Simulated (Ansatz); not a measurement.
## InP (zincblende): gap against strain (uniaxial along x, other directions held)

InP (zincblende), relaxed with r2SCAN in the PAW code Ansatz, then strained (uniaxial along x, other directions held; changes of length per length, axes as in the cell below) with the atoms relaxed again within the symmetry that is left. The symmetry is F-43m (No. 216, cubic); a = 5.908 Å in the conventional setting, 25.77 Å³ an atom. Around In lie 4 P at 2.56 Å; around P lie 4 In at 2.56 Å. Calculated for a static, non-magnetic cell.

```
In P
1.0
     0.00000    2.95379    2.95379
     2.95379    0.00000    2.95379
     2.95379    2.95379    0.00000
In P
1 1
Direct
  0.00000 0.00000 0.00000
  0.25000 0.25000 0.25000
```

Gaps are the least over each mesh (PBE 8×8×8, r2SCAN 8×8×8, HSE06 6×6×6 when unstrained) and the special points, which keep their unstrained names; stress is the change from the unstrained cell, compression positive.

```
strain (%)  gap, PBE (eV)  gap, r2SCAN (eV)  gap, HSE06 (eV)  edges, HSE06  stress along the strain, r2SCAN (GPa)  energy rise, r2SCAN (meV/atom)
     -3.39          0.666             1.115            1.453             Γ                                  +3.43                             9.1
     -1.81          0.628             1.073            1.408             Γ                                  +1.81                             2.5
       0.0          0.586             1.026            1.357             Γ                                   0.00                             0.0
     +1.85          0.455             0.887            1.212             Γ                                  -1.78                             2.7
      +2.5          0.409             0.838            1.160             Γ                                  -2.38                             4.9
     +3.62          0.328             0.752            1.070             Γ                                  -3.41                            10.2
```

Q: Estimate the row for a strain of -5.0 %.

A:
```
strain (%)  gap, PBE (eV)  gap, r2SCAN (eV)  gap, HSE06 (eV)  edges, HSE06  stress along the strain, r2SCAN (GPa)  energy rise, r2SCAN (meV/atom)
      -5.0          0.704             1.157            1.497             Γ                                  +5.14                            20.1
```

Between zero and the nearest strains the slope of the HSE06 gap against strain is -0.028 eV per percent for negative and -0.079 for positive strain.

No spin-orbit coupling is included; it can move band edges with weight on the heavy atoms by tenths of an eV.

The meshes of the hybrids are coarse, so their gaps aren't converged to the digits shown.
